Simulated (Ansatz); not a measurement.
TiSe: changing the Hubbard U on Ti d

The cell as given:

Symmetry: P6_3/mmc, No. 194, hexagonal system. Conventional cell: a = 3.559 Å, b = 3.559 Å, c = 6.220 Å, α = 90.00°, β = 90.00°, γ = 120.00°. Se (site symmetry -6m2) has 6 Ti at 2.58 Å as nearest neighbours. Ti (site symmetry -3m) is surrounded by 6 Se at 2.58 Å.

Kept alike: task relaxation of cell and atoms; functional PBEsol; k mesh 9 × 9 × 5; occupations fermi-dirac, width 0.05 eV; no spin polarisation. Program: Ansatz, Ansatz PAW, cutoff 420 eV. The mesh is that of the run's cell of 4 atoms. No spin-orbit coupling.

| Hubbard U on Ti d, U (eV) | volume (Å³/atom) | first edge of the run's cell (Å) | third edge of the run's cell (Å) |
| --- | --- | --- | --- |
| 0 | 16.492 | 3.359 | 6.751 |
| 1 | 16.624 | 3.367 | 6.772 |
| 2 | 16.772 | 3.377 | 6.794 |
| 3 | 16.936 | 3.388 | 6.815 |
| 4 | 17.136 | 3.402 | 6.838 |
| 5 | 17.468 | 3.430 | 6.858 |

U acts here on a shell without spin polarisation. The relaxations keep at least the cell's symmetry (P6_3/mmc). For a metal such a mesh leaves the last digits unconverged. Relaxations stop with a little pressure left, so the last digits of a volume or edge aren't settled. How U acts hangs on the program's projectors. All rows use potentials made for PBE. U is the effective U - J on orthogonalised atomic projectors. Double counting: fully localised limit (the default).

Task: What does the Hubbard U on Ti d change here?

Result: The volume rises from 16.492 to 17.468 Å³/atom between 0 and 5 eV. The first edge of the run's cell rises from 3.359 to 3.430 Å between 0 and 5 eV. The third edge of the run's cell rises from 6.751 to 6.858 Å between 0 and 5 eV.

Volume and both edges grow at every step of U, but not in the same way: the third edge lengthens almost evenly, while the first edge grows faster towards large U, most of all between 4 and 5 eV. The expansion fits a weakening of bonds that rely on partly filled Ti d states. U penalises fractional d occupation and so probably reduces both Ti d–Se p covalency and direct Ti–Ti bonding. The late in-plane growth suggests a shift in d-orbital occupation, which the cell edges alone cannot establish.

The larger discrepancy is one of shape. At every U the relaxed cell is shorter in the plane and clearly longer along the hexagonal axis than the given cell, which lengthens the Ti–Ti contacts through shared octahedral faces. U barely changes this distortion, so the match to the given volume between 3 and 4 eV comes from opposing errors in the edges and is no basis for choosing U. The suppressed spin polarisation may contribute, by favouring a different filling of the Ti d orbitals.
